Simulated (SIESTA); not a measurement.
Crystal: MnO2.

```
Mn O
1.0
     2.90416    0.00000    0.00000
     0.00000    3.84481    0.00000
     0.00000    0.00000    6.16426
Mn O
2 4
Direct
  0.50000 0.50000 0.34330
  0.00000 0.00000 0.65670
  0.50000 0.00000 0.83757
  0.00000 0.50000 0.16243
  0.50000 0.00000 0.42180
  0.00000 0.50000 0.57820
```

Measurements of this composition are mostly on another form, of space group No. 136.

- Program: SIESTA 5.4.2
- Task: single point
- Functional: PBEsol
- Potentials or basis: PseudoDojo 0.4 standard (PBEsol files)
- Basis: DZP (energy shift 0.003 Ry; two zetas on semicore shells)
- Grid cutoff: 800 Ry
- Energy shift: 0.003 Ry
- k mesh: 9 × 7 × 5
- Occupations: fermi-dirac, width 0.05 eV
- Spin: collinear spin, ferromagnetic start
- Starting moments: [4.0, 4.0, 0.0, 0.0, 0.0, 0.0] μB

On this cell: pressure -11.3 GPa; largest force 0.884 eV/Å; net moment 6.00 μB per cell; site moments Mn +2.90; O +0.13, -0.02 μB; band gap on the k mesh none (metal or under the smearing width).

The same run follows on a disturbed copy (atoms moved at random, drawn with an rms of 0.05 Å):

```
Mn O
1.0
     2.90416    0.00000    0.00000
     0.00000    3.84481    0.00000
     0.00000    0.00000    6.16426
Mn O
2 4
Cartesian
  1.4377 1.9301 2.1036
  0.0625 0.0072 4.0541
  1.4566 0.0496 5.1849
  0.0003 1.9242 1.0275
  1.4100 0.0185 2.6269
  0.0018 1.9424 3.5729
```

Question: What changes?

Answer: The energy (extrapolated to zero smearing) moves by +6.2 meV/atom; pressure -10.3 GPa; largest force 1.057 eV/Å; net moment 6.00 μB per cell; site moments Mn +2.90, +2.89; O +0.12, +0.14, -0.02, -0.03 μB; band gap on the k mesh none (metal or under the smearing width).

Forces in eV/Å, atoms in the order of the input:
```
Mn   0.074  0.027  0.510
Mn  -0.599  0.194  0.681
O    0.203 -0.147 -1.026
O   -0.162  0.026  0.276
O    0.477 -0.072 -0.164
O    0.008 -0.031 -0.278
```

Stress tensor (GPa, compression positive):
```
-14.97   0.01  -0.31
  0.01  -8.97  -0.36
 -0.31  -0.36  -7.09
```

Caveats: short orbitals over semicore shells can move pressures by several GPa; the basis of atomic orbitals isn't converged, which shifts pressures, moduli and gaps; semilocal functionals often make such compounds metallic where correlation or magnetic order opens a gap, which also shifts bond lengths; only a ferromagnetic start was run, and an antiferromagnetic order may lie lower in energy.
